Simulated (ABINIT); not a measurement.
A run of ABINIT 10.8.3 (patched build) is set up as follows.

run.abi

```
# Datasets
ndtset 3

# Pseudopotentials
pp_dirpath "./"
pseudos "Te.upf, Ti.upf"

# Structure
acell 7.1374955727 7.1374955727 12.2794403578
rprim
     1.0000000000     0.0000000000     0.0000000000
    -0.5000000000     0.8660254038     0.0000000000
     0.0000000000     0.0000000000     1.0000000000
ntypat 2
znucl 52 22
natom 3
typat 1 1 2
xred
            1/3            2/3   0.7372000000
            2/3            1/3   0.2628000000
            0.0            0.0            0.0

# Plane-wave basis
ecut 42.0

# k points
ngkpt 8 8 4
nshiftk 1
shiftk 0.0 0.0 0.5
istwfk *1

# Exchange and correlation
ixc 11

# Bands and occupations
occopt 3
tsmear 0.05 eV

# SCF cycle
nstep 80

# Output
iomode 3
prteig 0
prtebands 0

# Dataset 1: ground state
nband1 27
tolvrs1 1.0e-12
prtden1 1
prtwf1 0
kptopt1 1

# Dataset 2: empty bands at fixed density
iscf2 -3
getden2 1
nband2 32
nbdbuf2 4
tolwfr2 1.0e-12
nstep2 120
prtden2 0
kptopt2 1

# Dataset 3: wave functions and velocity matrix elements in the full zone
optdriver3 8
wfk_task3 "wfk_optics_fullbz"
getwfk3 2
nband3 28
kptopt3 1
prtevk3 1
inclvkb3 2
```

Contents of optic.abi:

```
&FILES
 ddkfile_1 = 'runo_DS3_1_EVK.nc',
 ddkfile_2 = 'runo_DS3_2_EVK.nc',
 ddkfile_3 = 'runo_DS3_3_EVK.nc',
 wfkfile = 'runo_DS3_WFK.nc'
/
&PARAMETERS
 broadening = 0.005512,
 domega = 0.002,
 maxomega = 0.8,
 scissor = 0.000000,
 tolerance = 0.002
/
&COMPUTATIONS
 num_lin_comp = 2,
 lin_comp = 11,33,
 num_nonlin_comp = 0
/
```

Potentials or basis: Ansatz NC PBE.

Command:

```sh
$ abinit run.abi > log 2>&1
$ optic optic.abi > optic.log 2>&1
```

Task: Estimate the largest force.

Result: 0.031 eV/Å.

Task: What does it give for the pressure?

Result: 1.0 GPa.

Stress tensor (GPa, compression positive):
```
0.65 0.00 0.00
0.00 0.65 0.00
0.00 0.00 1.64
```

Caveat: this functional lacks dispersion, which binds the layers, so the pressure and a relaxed spacing across them are unreliable. The run has no spin-orbit coupling, so splittings on Te are missing.
